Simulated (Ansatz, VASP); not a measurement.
**Two plane-wave programs on GaP**

```
CELL_PARAMETERS angstrom
0.00000 2.84028 2.76534
2.76534 0.00000 2.76534
2.76534 2.84028 0.00000
ATOMIC_POSITIONS crystal
Ga 0.00000 0.00000 0.00000
P 0.75000 0.75000 0.75000
```

Alike in both runs: task single point; functional PBEsol; k mesh 10 × 10 × 10; occupations gaussian, width 0.05 eV; no spin polarisation.

|  | VASP | Ansatz |
| --- | --- | --- |
| version | VASP 6.6.1 | Ansatz 0.2.0 |
| potentials or method | VASP PAW PBE potentials, release 64 (Ga_d, P) | scalar-relativistic, plane waves, PAW |
| plane-wave cutoff (eV) | 520 | 420 |
| valence electrons in the cell | 18 | 18 |

Ansatz gave:

```
gap on the k mesh at the Fermi level (eV)       : 1.12
least direct gap on the mesh (eV)               : 1.12
pressure (GPa)                                  : -5.5
largest component of the traceless stress (GPa) : 1.35
```

Q: Which values does VASP return?

A: gap on the k mesh at the Fermi level (eV): 1.13; least direct gap on the mesh (eV): 1.13; pressure (GPa): -5.5; largest component of the traceless stress (GPa): 1.36.

Ansatz warned: «pseudo_functional_mismatch».

Caveats: the PAW data sets were made with another functional, which shifts forces and pressure a little (VASP). A k mesh can miss the band edges.
